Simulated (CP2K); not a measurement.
The system is SnO2 (Cassiterite).

```
Sn O
1.0
     4.73800    0.00000    0.00000
     0.00000    4.73800    0.00000
     0.00000    0.00000    3.18650
Sn O
2 4
Direct
  0.50000 0.50000 0.50000
  0.00000 0.00000 0.00000
  0.80710 0.19290 0.50000
  0.69290 0.69290 0.00000
  0.19290 0.80710 0.50000
  0.30710 0.30710 0.00000
```

Base run:

```yaml
Program: CP2K 2026.2
Functional: PBE
Potentials_or_basis: GTH_SOC_POTENTIALS Sn GTH-PBE-q4, O GTH-PBE-q6; DZVP-MOLOPT-SR-GTH basis
Density_cutoff: 8163 eV
k_mesh: 6 × 6 × 8
Occupations: fermi-dirac, width 0.05 eV
Spin: spin-orbit coupling, no magnetisation
```

Its results: pressure 14.3 GPa; largest force 0.286 eV/Å.

Problem. The run is repeated on the same cell with these changes: functional from PBE to LDA. What comes out?

Solution. Pressure 11.6 GPa; largest force 0.236 eV/Å.

LDA binds more tightly than PBE, so the same cell stands under less pressure.

Caveats: the basis of atomic orbitals isn't converged, which shifts pressures, moduli and gaps; the potentials were made for another functional, which shifts forces and pressure (some runs).
